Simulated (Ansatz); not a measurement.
This Ansatz input for BaZrO3 in the perovskite structure was spoiled on purpose:

```yaml
crystal:
  lattice:
    - [4.2283851526, 0.0, 0.0]
    - [0.0, 4.2283851526, 0.0]
    - [0.0, 0.0, 4.2283851526]
  atoms:
    - { symbol: Ba, position: [0.0, 0.0, 0.0] }
    - { symbol: Zr, position: [0.5, 0.5, 0.5] }
    - { symbol: O, position: [0.0, 0.5, 0.5] }
    - { symbol: O, position: [0.5, 0.5, 0.0] }
    - { symbol: O, position: [0.5, 0.0, 0.5] }
basis:
  ecutwfc: 420
  ecutrho_ratio: 4
kpoints:
  mp_grid: { grid: [8, 8, 8] }
hamiltonian:
  xc: pbe
scf:
  occupations: { method: gaussian, width: 0.05 }
  max_iter: 1
output:
  forces: true
  stress: true
```

Launched as:
```sh
ansatz run input.yaml --threads 4 --pin off --max-ram 7168MiB --backend cpu --events-out ev --progress --plain --runs-dir out
```

Q: What is wrong with it?

A: Too few SCF iterations. Against the sound input: scf.max_iter: 1.

What the program printed:

```
SCF iter   1: F=—  HF=-11844.694479 eV  |F-HF|=—  |Δ(HF+E_count)|=         —  Δρ=8.74e-4  dr2=2.93e-4
```

```
Error: did not converge after 1 iterations: dr2 = 2.93e-4 (threshold 1.00e-7), under the density mixer `msr1`, which `scf.mixing.algorithm: auto` chose by the deck's other keys (type `scf.mixing.algorithm: msr1` to keep it); raise `scf.max_iter`, which need not help a stalled SCF, or adjust the mixing (`scf.mixing`) or, under a smearing, its width (`scf.occupations.width`, in either direction: another width is another result); this SCF holds its density and magnetisation to the symmetry operations that it keeps, and cannot end on a state that breaks one of them: if the state sought breaks one, re-run with `crystal.symmetry.detect: false`, without `crystal.symmetry.time_reversal: true`, on a non-collinear deck whose state breaks time reversal, with `crystal.symmetry.time_reversal: false` beside it (there exact exchange or a DFT+U term alone can polarise the run; a magnetic state wants starting …
```

The run ended without convergence. Run time: 0.44 s on 4 threads of Arm Neoverse V2, with other jobs on the host, peak memory 0.37 GiB. The run before the change (PBE, 420 eV, 8×8×8 mesh) gave:

| run | P (GPa) | gap on the mesh (eV) | cell moment (μB) | largest force component (eV/Å) |
| --- | --- | --- | --- | --- |
| sound | -0.1 | 3.18 | – | 0.000 |

The start was a prototype's sites filled with these elements; the Crystallography Open Database holds the compound in this structure. The ideal cubic cell shuts out tilts of the octahedra, which such structures often take.

Of that run: Kohn–Sham gaps of semilocal functionals lie under measured ones, often by a third or more.
